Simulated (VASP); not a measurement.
# From an Ansatz input to VASP: BN (strained measured structure)

Ansatz input

```yaml
crystal:
  lattice:
    - [2.3865560375, 0.0, 0.0]
    - [-1.1932780187, 2.066818156, 0.0]
    - [0.0, 0.0, 6.5242672896]
  atoms:
    - { symbol: B, position: [0.3333333333, 0.6666666667, 0.25] }
    - { symbol: B, position: [0.6666666667, 0.3333333333, 0.75] }
    - { symbol: "N", position: [0.3333333333, 0.6666666667, 0.75] }
    - { symbol: "N", position: [0.6666666667, 0.3333333333, 0.25] }
kpoints:
  mp_grid: { grid: [12, 12, 4] }
  band_path:
    path:
      - [0.0, 0.0, 0.0]
      - [0.5, 0.0, 0.0]
      - [0.3333333333, 0.3333333333, 0.0]
      - [0.0, 0.0, 0.5]
      - [0.5, 0.0, 0.5]
      - [0.3333333333, 0.3333333333, 0.5]
      - [0.307292, 0.307292, 0.0]
      - [0.0, 0.5, 0.0]
    npoints: 1
hamiltonian:
  xc: r2scan
scf:
  occupations: { method: fixed }
  n_extra_bands: 5
output:
  forces: true
  stress: true
  eigenvalues: true
```

**Question.** Which VASP files do the same job?

**Answer.** 

INCAR

```
ISMEAR = 0
ALGO = Normal
METAGGA = R2SCAN
IBRION = -1
NSW = 0
LCHARG = .FALSE.
LREAL = .FALSE.
NBANDS = 16
NELM = 120
LASPH = .TRUE.
SIGMA = 0.01
PREC = Accurate
EDIFF = 1E-7
ISIF = 2
ENCUT = 520
LWAVE = .FALSE.
```

KPOINTS

```
KPOINTS created by Atomic Simulation Environment
0
Gamma
12 12 4
0 0 0
```

KPOINTS_OPT

```
special points
8
Reciprocal
0.0000000000 0.0000000000 0.0000000000 1
0.5000000000 0.0000000000 0.0000000000 1
0.3333333333 0.3333333333 0.0000000000 1
0.0000000000 0.0000000000 0.5000000000 1
0.5000000000 0.0000000000 0.5000000000 1
0.3333333333 0.3333333333 0.5000000000 1
0.3072920000 0.3072920000 0.0000000000 1
0.0000000000 0.5000000000 0.0000000000 1
```

POSCAR

```
B  N
 1.0000000000000000
     2.3865560374826060   -0.0000000000288675    0.0000000000000000
    -1.1932780187163030    2.0668181560294974    0.0000000000000000
     0.0000000000000000    0.0000000000000000    6.5242672896000000
 B   N
   2   2
Cartesian
  0.0000000000166666  1.3778787706767093  1.6310668224000000
  1.1932780187496361  0.6889393853239210  4.8932004671999998
  0.0000000000166666  1.3778787706767093  4.8932004671999998
  1.1932780187496361  0.6889393853239210  1.6310668224000000
```

VASP ran with the recommended PBE PAW datasets (16 valence electrons in the cell). Other inputs would serve too.

|  | Ansatz | VASP |
| --- | --- | --- |
| gap between bands v and c | 4.99 eV | 5.03 eV |
| least direct gap | 5.60 eV | 5.64 eV |
| pressure | 43.6 GPa | 44.1 GPa |

Each program uses its own PAW datasets. VASP's cell holds 16 valence electrons and Ansatz's 16. Ansatz's stress includes a Pulay correction; VASP's doesn't.
